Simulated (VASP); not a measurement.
A run of VASP 6.6.1 is set up as follows.

Contents of INCAR:

```
SYSTEM = Se
PREC     = Accurate       ! precision mode
ENCUT    = 750            ! plane-wave cutoff, eV
EDIFF    = 1E-8           ! SCF threshold, eV
ISMEAR   = 0              ! smearing method
SIGMA    = 0.02           ! smearing width, eV
LREAL    = .FALSE.        ! projectors in reciprocal space
LASPH    = .TRUE.         ! aspherical terms in the spheres
NELM     = 100            ! most SCF steps
ALGO     = Normal         ! electronic algorithm
ISIF     = 2              ! what is computed and relaxed
LWAVE    = .FALSE.        ! write WAVECAR
LCHARG   = .FALSE.        ! write CHGCAR
LNONCOLLINEAR= .TRUE.         ! non-collinear magnetism
MAGMOM   = 0 0 0 0 0 0 0 0 0 ! initial moments
LORBIT   = 11             ! projections on sites
LSORBIT  = .TRUE.         ! spin-orbit coupling
GGA_COMPAT= .FALSE.      
GGA      = PE             ! functional
NBANDS   = 34             ! bands
```

The input KPOINTS:

```
regular mesh
0
G
  9 9 7
  0 0 0
```

File POSCAR:

```
Se
1.0
    4.3662000000      0.0000000000      0.0000000000
   -2.1831000000      3.7812401180      0.0000000000
    0.0000000000      0.0000000000      4.9536000000
Se
3
Direct
    0.7746000000      0.7746000000      0.0000000000
    0.0000000000      0.2254000000      0.6666666667
    0.2254000000      0.0000000000      0.3333333333
```

Potentials or basis: VASP PAW PBE potentials, release 64 (Se).

The run is started by

```sh
$ cat potpaw_PBE.64/Se/POTCAR > POTCAR
$ mpirun -np 1 vasp_ncl > vasp.out
```

Q: Estimate the pressure.

A: 3.0 GPa.

Q: What does it give for the largest force?

A: 0.447 eV/Å.

Stress tensor (GPa, compression positive):
```
2.35 0.00 0.00
0.00 2.35 0.00
0.00 0.00 4.24
```
